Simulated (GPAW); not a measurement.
# CoO (I4/mmm) in GPAW: phonons with LDA

Aim: the phonons of CoO with LDA.

All numbers are computed with GPAW 26.7.0; they aren't measurements. Logs are shortened: lines on timing, memory, paths and dates and some standing lists are left out, and cuts for length are marked. The log counts tension as positive stress, the text compression.

## Step 1: The crystal as given

The structure is tetragonal, space group I4/mmm (No. 139). The conventional cell has a = 3.016 Å, b = 3.016 Å, c = 4.214 Å, α = 90.00°, β = 90.00°, γ = 90.00°. Co (site symmetry 4/mmm) has 6 O at 2.11 to 2.13 Å as nearest neighbours. O (site symmetry 4/mmm) has 6 Co at 2.11 to 2.13 Å as nearest neighbours.

## Step 2: Phonons, LDA, collinear spin, ferromagnetic start

The input, run.py:

```python
import json
import numpy as np
from ase import Atoms
from ase.constraints import FixSymmetry
from ase.io import write
from ase.optimize import BFGS
from ase.spacegroup import crystal
from phonopy import Phonopy
from phonopy.structure.atoms import PhonopyAtoms
from gpaw import GPAW

# Co 2a
# O 2b
atoms = crystal(['Co', 'O'],
                basis=[[0.0, 0.0, 0.0],
                       [0.0, 0.0, 0.5]],
                spacegroup=139, setting=1,  # I4/mmm
                cellpar=[3.016, 3.016, 4.21449508, 90.0, 90.0, 90.0],
                primitive_cell=True)
atoms.set_initial_magnetic_moments([2.0, 0.0])

calc = GPAW(mode='lcao',
            h=0.16,
            basis='dzp',
            xc='LDA',
            kpts={'size': (9, 9, 9), 'gamma': True},
            occupations={'name': 'fermi-dirac', 'width': 0.05},
            convergence={'density': 1e-06},
            maxiter=60,
            txt='gpaw.txt')
atoms.calc = calc
atoms.set_constraint(FixSymmetry(atoms))
BFGS(atoms, trajectory='relax.traj', logfile='-').run(fmax=0.005, steps=40)
atoms.set_constraint()
energy = atoms.get_potential_energy()
forces = atoms.get_forces()
calc.write('gs.gpw')
write('result.traj', atoms)
print('Cell:', atoms.cell.cellpar().round(4))
print(atoms.get_scaled_positions().round(5))

def force_constants(scale):
    unit = PhonopyAtoms(symbols=atoms.get_chemical_symbols(), cell=atoms.cell[:] * scale**(1 / 3),
                        scaled_positions=atoms.get_scaled_positions(),
                        magnetic_moments=atoms.get_initial_magnetic_moments())
    ph = Phonopy(unit, supercell_matrix=np.diag([1, 1, 1]), primitive_matrix=np.eye(3), symprec=1e-4)
    ph.generate_displacements(distance=0.03)
    forces = []
    for i, sc in enumerate(ph.supercells_with_displacements):
        a = Atoms(sc.symbols, cell=sc.cell, scaled_positions=sc.scaled_positions, pbc=True,
                  magmoms=sc.magnetic_moments)
        c = GPAW(mode='lcao',
                 h=0.16,
                 basis='dzp',
                 xc='LDA',
                 kpts={'size': (9, 9, 9), 'gamma': True},
                 occupations={'name': 'fermi-dirac', 'width': 0.05},
                 convergence={'density': 1e-06},
                 maxiter=60,
                 txt=f'disp-{scale:.3f}-{i:02d}.txt')
        a.calc = c
        f = a.get_forces()
        forces.append(f - f.mean(axis=0))
        print(f'displacement {i}: drift', f.mean(axis=0).round(5), flush=True)
    ph.forces = forces
    ph.produce_force_constants()
    ph.symmetrize_force_constants()
    return ph

qpoints = [[0.0, 0.0, 0.0]]
results = {}
for scale in [1.0]:
    ph = force_constants(scale)
    ph.run_qpoints(qpoints)
    nu = ph.qpoints.frequencies * 33.35641  # THz to cm^-1
    results[f'{scale:.3f}'] = nu.tolist()
    for qp, f in zip(qpoints, nu):
        print(scale, np.round(qp, 4), f.round(2))
json.dump(results, open('phonons.json', 'w'))
```

Potentials or basis: the program's PAW data sets (release 1.2.1) made for this functional, lcao:dzp.

Command:

```console
> OMP_NUM_THREADS=1 python run.py
```

gpaw.txt:

```text
__  _  _
 | _ |_)|_||  |
 |__||  | ||/\| - 26.7.0

Input parameters:
  mode=LCAO(),
  basis={'default': 'dzp'},
  convergence={'density': 1e-06},
  h=0.16,
  kpts=MonkhorstPack(size=(9, 9, 9), gamma=True),
  maxiter=60,
  occupations=Occupations(name='fermi-dirac', width=0.05),
  xc=XC(name='LDA')

       O

       Co

Atoms  # Å, Bohr magnetons
|   | symbol |        x |        y |        z |    initial magnetic moments |
|---|--------|----------|----------|----------|-----------------------------|
| 0 |     Co | 0.000000 | 0.000000 | 0.000000 | ( 0.0000,  0.0000,  2.0000) |
| 1 |      O | 0.000000 | 0.000000 | 2.107248 | ( 0.0000,  0.0000,  0.0000) |

Unit cell  # Å
| periodic |         x |         y |         z |  lengths |     angles |
|----------|-----------|-----------|-----------|----------|------------|
|      yes | -1.508000 |  1.508000 |  2.107248 | 2.998103 | 119.604665 |
|      yes |  1.508000 | -1.508000 |  2.107248 | 2.998103 | 119.604665 |
|      yes |  1.508000 |  1.508000 | -2.107248 | 2.998103 |  90.686115 |

Number of symmetries: 16
Symmetry operations  # r_c * U_cc + t_c -> r_c
|    | kind |            matrix            |
|----|------|------------------------------|
|  0 |  σ   |  1, 1, 1,  0, 0,-1,  0,-1, 0 |
|  1 |  C4  |  1, 1, 1,  0, 0,-1, -1, 0, 0 |
|  2 |  E   |  1, 0, 0,  0, 1, 0,  0, 0, 1 |
|  3 |  σ   |  1, 0, 0,  0, 1, 0, -1,-1,-1 |
|  4 |  σ   |  0, 1, 0,  1, 0, 0,  0, 0, 1 |
|  5 |  C2  |  0, 1, 0,  1, 0, 0, -1,-1,-1 |
|  6 |  C2  |  0, 0, 1, -1,-1,-1,  1, 0, 0 |
|  7 |  S4  |  0, 0, 1, -1,-1,-1,  0, 1, 0 |
|  8 |  C4  |  0, 0,-1,  1, 1, 1,  0,-1, 0 |
|  9 |  σ   |  0, 0,-1,  1, 1, 1, -1, 0, 0 |
| 10 |  σ   |  0,-1, 0, -1, 0, 0,  1, 1, 1 |
| 11 |  C2  |  0,-1, 0, -1, 0, 0,  0, 0,-1 |
| 12 |  C2  | -1, 0, 0,  0,-1, 0,  1, 1, 1 |
| 13 |  i   | -1, 0, 0,  0,-1, 0,  0, 0,-1 |
| 14 |  S4  | -1,-1,-1,  0, 0, 1,  1, 0, 0 |
| 15 |  C2  | -1,-1,-1,  0, 0, 1,  0, 1, 0 |

BZ-sampling:
  Number of BZ points: 729
  Number of IBZ points: 75

  Monkhorst-Pack size: [9, 9, 9]
  Monkhorst-Pack shift: [0, 0, 0]

K-points  # in reciprocal-cell coordinates
|     |                                coordinates |     weight |
|-----|--------------------------------------------|------------|
|   0 | (  0.00000000,   0.00000000,   0.00000000) | 0.00137174 |
|   1 | (  0.11111111,  -0.11111111,   0.00000000) | 0.00548697 |
|   2 | (  0.11111111,  -0.11111111,   0.11111111) | 0.00548697 |
|   3 | (  0.11111111,   0.00000000,   0.00000000) | 0.01097394 |
|   4 | (  0.11111111,   0.11111111,  -0.11111111) | 0.00274348 |
|   5 | (  0.22222222,  -0.22222222,   0.00000000) | 0.00548697 |
|   6 | (  0.22222222,  -0.22222222,   0.11111111) | 0.01097394 |
|   7 | (  0.22222222,  -0.22222222,   0.22222222) | 0.00548697 |
|   8 | (  0.22222222,  -0.11111111,   0.00000000) | 0.02194787 |
|   9 | (  0.22222222,  -0.11111111,   0.11111111) | 0.01097394 |
| ... |                                            |            |
|  74 | (  0.44444444,   0.44444444,   0.44444444) | 0.01097394 |

basis functions: 28
Spin-components: 2 (collinear spins)
Bands:           13
Projectors:      11
Spin-degeneracy: 1
[... 256 lines left out ...]
      Name: dzp
      File: <dir>
      Number of radial functions: 5
      Number of spherical harmonics: 13
        l=0, rc=4.3438 Bohr: 2s-sz confined orbital
        l=1, rc=5.3906 Bohr: 2p-sz confined orbital
        l=0, rc=2.2969 Bohr: 2s-dz split-valence wave
        l=1, rc=2.8906 Bohr: 2p-dz split-valence wave
        l=2, rc=5.3906 Bohr: d-type Gaussian polarization
      Number of RI-basis functions 0

Reference energy: -39866.174772  # eV

eigensolver:
  <gpaw.new.lcao.eigensolver.LCAOEigensolver object>
density mixing:
  MSR1-Mixer
  Pratt-step length: 0.05
  Maximum mixing coefficient: 0.75
  Old densities: 10
  SVD Regularization: 0.005
  Good broyden scale: 1.0
  Trust region scale: 1.0
  Backstep threshold: 4.0
  History deletion threshold: 6.0
  Fourier metric: weight=20.0, sigma=0.015

occupation numbers:
  Fermi-Dirac:
    width: 0.0500  # eV

FastPoissonSolver using
    Stencil: 12*3+1=37 point O(h^6) finite-difference Laplacian
    FFT axes: [np.int64(0), np.int64(1), np.int64(2)]
    FST axes: []

xc functional:
  name: None
interpolation: tri-quintic # 5. degree polynomial

convergence criteria:
- Maximum integral of absolute [dens]ity change: 1e-06 electrons / valence electron
- Maximum [total energy] change in last 3 cyles: 0.0005 eV / valence electron
- Maximum integral of absolute [eigenst]ate change: 4e-08 eV^2 / valence electron
maximum number of iterations: 60

SCF iterations
|iter     | |      energy | eigst |  dens |  magmom |
|---------|-|-------------|-------|-------|---------|
|iter:   1| |  -15.312125 |      c|       |  +1.9759|
|iter:   2| |  -15.269674 |      c| -1.14 |  +1.9757|
|iter:   3| |  -15.193654 |      c| -1.17 |  +2.0412|
|iter:   4| |  -15.199790 |      c| -1.42 |  +2.1206|
|iter:   5| |  -15.214954 |      c| -1.57 |  +2.2390|
|iter:   6| |  -15.252888 |      c| -1.68 |  +2.5935|
|iter:   7| |  -15.253157 |      c| -1.73 |  +2.6344|
|iter:   8| |  -15.257844c|      c| -1.97 |  +2.8121|
|iter:   9| |  -15.256324c|      c| -2.28 |  +2.8414|
|iter:  10| |  -15.256354c|      c| -3.07 |  +2.8333|
|iter:  11| |  -15.256366c|      c| -3.41 |  +2.8343|
|iter:  12| |  -15.256366c|      c| -3.85 |  +2.8302|
|iter:  13| |  -15.256366c|      c| -4.62 |  +2.8308|
|iter:  14| |  -15.256366c|      c| -5.01 |  +2.8306|
|iter:  15| |  -15.256366c|      c| -5.80 |  +2.8306|
|iter:  16| |  -15.256366c|      c| -6.30c|  +2.8306|

Converged in 16 steps
Energy contributions relative to reference atoms: (reference = -39866.174772)

Energy contributions:
  Kinetic:          32.478138
  Coulomb:         -28.194052
  Zero:              0.326233
  External:          0.000000
  Xc:              -19.850227
  Entropy:          -0.032917
  Spinorbit:         0.000000
  ----------------------------
  Free energy:     -15.272824
  Extrapolated:    -15.256366

dipole moment: (-8.269627, -8.269627, 0.282774)  # |e|*Ang

Total magnetic moment: (0.000000, 0.000000, 2.830605)

Local magnetic moments
|        x |        y |        z |
|----------|----------|----------|
| 0.000000 | 0.000000 | 2.412977 |  # Co   0
| 0.000000 | 0.000000 | 0.234390 |  # O    1

Fermi level: 8.900
Eigenvalues  # (at kpt = [0.000, 0.000, 0.000])
| band index |      eig [eV] | occ [0-1] |      eig [eV] | occ [0-1] |
|------------|---------------|-----------|---------------|-----------|
|          0 |       -11.622 |     1.000 |       -11.107 |     1.000 |
|          1 |         5.306 |     1.000 |         5.871 |     1.000 |
|          2 |         5.334 |     1.000 |         5.913 |     1.000 |
|          3 |         5.340 |     1.000 |         5.919 |     1.000 |
|          4 |         5.750 |     1.000 |         7.729 |     1.000 |
|          5 |         5.750 |     1.000 |         7.729 |     1.000 |
|          6 |         5.784 |     1.000 |         7.794 |     1.000 |
|          7 |         5.787 |     1.000 |         8.455 |     1.000 |
|          8 |         5.828 |     1.000 |         8.461 |     1.000 |
|          9 |         9.441 |     0.000 |        10.040 |     0.000 |
|         10 |        27.668 |     0.000 |        28.315 |     0.000 |
|         11 |        27.670 |     0.000 |        28.316 |     0.000 |
|         12 |        27.738 |     0.000 |        28.371 |     0.000 |

No gap
No difference between direct/indirect transitions

Forces  # eV/Ang
|       x |        y |        z |
|---------|----------|----------|
| 0.00000 | -0.00000 | -0.00000 |  # Co   0
| 0.00000 |  0.00000 | -0.00000 |  # O    1

# Writing to gs.gpw (mode='')
```

stdout:

```text
<dir> UserWarning: Initial realspace grid (16,16,12) inconsistent with symmetries.
  warnings.warn(
<dir> UserWarning: Using symmetrized grid: (16,16,16).

  warnings.warn('Using symmetrized grid: ({},{},{}).\n'.format(*N_c))
      Step          Energy          fmax
BFGS:    0      -15.272824        0.000000
Cell: [  2.9981   2.9981   2.9981 119.6047 119.6047  90.6861]
[[0.  0.  0. ]
 [0.5 0.5 0. ]]
displacement 0: drift [-0.00187  0.00187  0.00228]
displacement 1: drift [-0.0064   0.0064   0.00698]
1.0 [0. 0. 0.] [-92.07 -92.07  -0.    -0.     0.   115.13]
```

Run time: 27 min. Hardware: 1 thread of Arm Neoverse V2, shared host; peak memory 0.35 GiB.

Results:

| Property | Result |
| --- | --- |
| Free energy | -15.2728 eV |
| Band gap on the k mesh | none (metal or under the smearing width) |
| Net moment | 2.83 μB per cell |
| Site moments | Co +2.41; O +0.23 μB |
| Highest phonon frequency at Γ | 115 cm⁻¹ |
| Most unstable mode | 92i cm⁻¹ |

Final structure:
```
CELL_PARAMETERS angstrom
-1.50800 1.50800 2.10725
1.50800 -1.50800 2.10725
1.50800 1.50800 -2.10725
ATOMIC_POSITIONS crystal
Co 0.00000 0.00000 0.00000
O 0.50000 0.50000 0.00000
```

Phonon frequencies in cm⁻¹ (negative: imaginary):
```csv
q point,frequencies
"(0.000, 0.000, 0.000)",-92 -92 0 0 0 115
```

Caveat: some modes are imaginary; the basis of atomic orbitals isn't converged, which shifts pressures, moduli and gaps; a cell with one magnetic atom can't hold antiferromagnetic order, which such compounds often take; semilocal functionals often make such compounds metallic where correlation or magnetic order opens a gap, which also shifts bond lengths.
